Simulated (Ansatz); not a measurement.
## Si: band structure with rPW86-PBE

The system is Si.

```
Si
1.0
     0.00000    2.72185    2.72185
     2.72185    0.00000    2.72185
     2.72185    2.72185    0.00000
Si
2
Direct
  0.50000 0.50000 0.50000
  0.75000 0.75000 0.75000
```

```json
{
 "Program": "Ansatz 0.2.0",
 "Task": "band structure",
 "Functional": "rPW86-PBE",
 "Potentials or basis": "Ansatz PAW",
 "Cutoff": "420 eV (not typed: the program's choice for these potentials)",
 "k mesh": "8 × 8 × 8",
 "Occupations": "fermi-dirac, width 0.05 eV",
 "Spin": "no spin polarisation",
 "Path": "[[\"G\", \"X\", \"W\", \"K\", \"G\", \"L\", \"U\", \"W\", \"L\", \"K\"], [\"U\", \"X\"]]",
 "Points for each segment of the path": "14"
}
```

```json
{"Pressure": "3.2 GPa", "Band gap on the k mesh": "0.76 eV, indirect (least direct gap 2.65 eV)", "Band gap along the path": "0.73 eV, indirect (least direct gap 2.65 eV)"}
```

Levels at the corners of the path, in eV from the valence-band top:
| point | band 2 | band 3 | band 4 | band 5 | band 6 | band 7 |
| --- | --- | --- | --- | --- | --- | --- |
| Γ | 0.00 | 0.00 | 0.00 | 2.65 | 2.65 | 2.65 |
| X | -7.78 | -2.78 | -2.78 | 0.87 | 0.87 | 10.06 |
| W | -7.63 | -3.72 | -3.72 | 4.38 | 4.38 | 5.04 |
| K | -7.19 | -4.16 | -2.36 | 1.36 | 4.23 | 7.50 |
| Γ | 0.00 | 0.00 | 0.00 | 2.65 | 2.65 | 2.65 |
| L | -6.87 | -1.17 | -1.17 | 1.55 | 3.46 | 3.46 |
| U | -7.19 | -4.16 | -2.36 | 1.36 | 4.23 | 7.50 |
| W | -7.63 | -3.72 | -3.72 | 4.38 | 4.38 | 5.04 |
| L | -6.87 | -1.17 | -1.17 | 1.55 | 3.46 | 3.46 |
| K | -7.19 | -4.16 | -2.36 | 1.36 | 4.23 | 7.50 |
| U | -7.19 | -4.16 | -2.36 | 1.36 | 4.23 | 7.50 |
| X | -7.78 | -2.78 | -2.78 | 0.87 | 0.87 | 10.06 |

It took 1.3 s on 2 threads of Arm Neoverse V1, with other jobs on the host, peak memory 0.27 GiB.

Caveat: the PAW data sets come from PBE, with cores solved anew for the run's functional, which leaves a small shift of forces and pressure.
